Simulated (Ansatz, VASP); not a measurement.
One calculation of Ag, two programs

The input POSCAR:

```
Ag
1.0
    2.9796136749      0.0000000000      0.0000000000
   -1.4898068375      2.5804211359      0.0000000000
    0.0000000000      0.0000000000      4.7938746682
Ag
2
Direct
    0.3333333333      0.6666666667      0.2500000000
    0.6666666667      0.3333333333      0.7500000000
```

The input INCAR.step1:

```
SYSTEM = Ag
PREC     = Accurate       ! precision mode
ENCUT    = 520            ! plane-wave cutoff, eV
ISMEAR   = -1             ! smearing method
SIGMA    = 0.03           ! smearing width, eV
LREAL    = .False.        ! projectors in reciprocal space
LASPH    = .True.         ! aspherical terms in the spheres
NELM     = 60             ! most SCF steps
NBANDS   = 18             ! bands
GGA      = PE             ! functional
ALGO     = Normal         ! electronic algorithm
EDIFF    = 1E-4           ! SCF threshold, eV
LWAVE    = .True.         ! write WAVECAR
LCHARG   = .False.        ! write CHGCAR
```

File INCAR.step2:

```
SYSTEM = Ag
PREC     = Accurate       ! precision mode
ENCUT    = 520            ! plane-wave cutoff, eV
EDIFF    = 1E-8           ! SCF threshold, eV
ISMEAR   = -1             ! smearing method
SIGMA    = 0.03           ! smearing width, eV
LREAL    = .False.        ! projectors in reciprocal space
LASPH    = .True.         ! aspherical terms in the spheres
NELM     = 60             ! most SCF steps
ALGO     = Normal         ! electronic algorithm
ISIF     = 2              ! what is computed and relaxed
LWAVE    = .False.        ! write WAVECAR
LCHARG   = .False.        ! write CHGCAR
METAGGA  = R2SCAN         ! meta-GGA
LMIXTAU  = .True.       
LEFG     = .True.       
NBANDS   = 18             ! bands
ISTART   = 1
```

The input KPOINTS:

```
Automatic mesh
0
Gamma
  13 13 7
  0 0 0
```

Input for Ansatz:

```yaml
crystal:
  lattice:
    - [2.9796136749, 0.0, 0.0]
    - [-1.4898068375, 2.5804211359, 0.0]
    - [0.0, 0.0, 4.7938746682]
  atoms:
    - { symbol: Ag, position: [0.3333333333, 0.6666666667, 0.25] }
    - { symbol: Ag, position: [0.6666666667, 0.3333333333, 0.75] }
kpoints:
  mp_grid: { grid: [13, 13, 7] }
scf:
  occupations: { method: fermi_dirac, width: 0.03 }
hamiltonian:
  xc: r2scan
  pseudopotentials: { kind: paw }
output:
  forces: true
  stress: true
  eigenvalues: true
  efg: { contact_densities: true }
```

Change from the starting cell: volume scaled by 1.06, PAW files.

Alike in both runs: task electric field gradients; functional r2SCAN; k mesh 13 × 13 × 7; occupations fermi-dirac, width 0.03 eV; no spin polarisation.

|  | VASP | Ansatz |
| --- | --- | --- |
| version | VASP 6.6.1 | Ansatz 0.2.0 |
| potentials or method | VASP PAW PBE potentials, release 64 (Ag) | PAW with Ansatz's default frozen-core files, scalar-relativistic |
| plane-wave cutoff (eV) | 520 | 500 |
| valence electrons in the cell | 22 | 38 |

VASP gave:

| Property | Result |
| --- | --- |
| pressure (GPa) | -5.4 |
| largest component of the traceless stress (GPa) | 1.77 |
| Vzz of the field gradient on the site that differs most (V/Å²) | -7.9 |

Q: Estimate Ansatz's values.

A: Pressure (GPa): -5.4; largest component of the traceless stress (GPa): 1.76; Vzz of the field gradient on the site that differs most (V/Å²): -7.3.

The two sets of potentials don't hold the same shells in valence. Ansatz warned: «gradients_without_spin_orbit».

Caveats: the PAW data sets were made with another functional, which shifts forces and pressure a little (VASP).
